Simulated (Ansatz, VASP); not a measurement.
**One calculation of MgS, two programs**

```xyz
2
Lattice="2.4506 2.4506 0.0000 -2.4506 2.4506 0.0000 0.0000 2.4506 2.4506" Properties=species:S:1:pos:R:3 pbc="T T T"
Mg    0.0000    0.0000    0.0000
S     0.0000    2.4506    0.0000
```

Alike in both runs: functional LDA; k mesh 8 × 8 × 8; no spin polarisation.

Ansatz relaxed the structure, and its values are those at the end. VASP's run is a single point on that final structure, the one shown.

|  | VASP | Ansatz |
| --- | --- | --- |
| version | VASP 6.6.1 | Ansatz 0.2.0 |
| potentials or method | VASP PAW LDA potentials, release 64 (Mg, S) | PAW with Ansatz's default frozen-core files, scalar-relativistic |
| plane-wave cutoff (eV) | 520 | 420 |
| occupations | gaussian, width 0.01 eV | fixed |
| valence electrons in the cell | 8 | 16 |

```tsv
	VASP	Ansatz	Ansatz less VASP
gap on the k mesh at the Fermi level (eV)	2.92	2.91	-0.012
pressure (GPa)	14.4	15.0	+0.61
```

The two sets of potentials don't hold the same shells in valence.

A k mesh can miss the band edges.
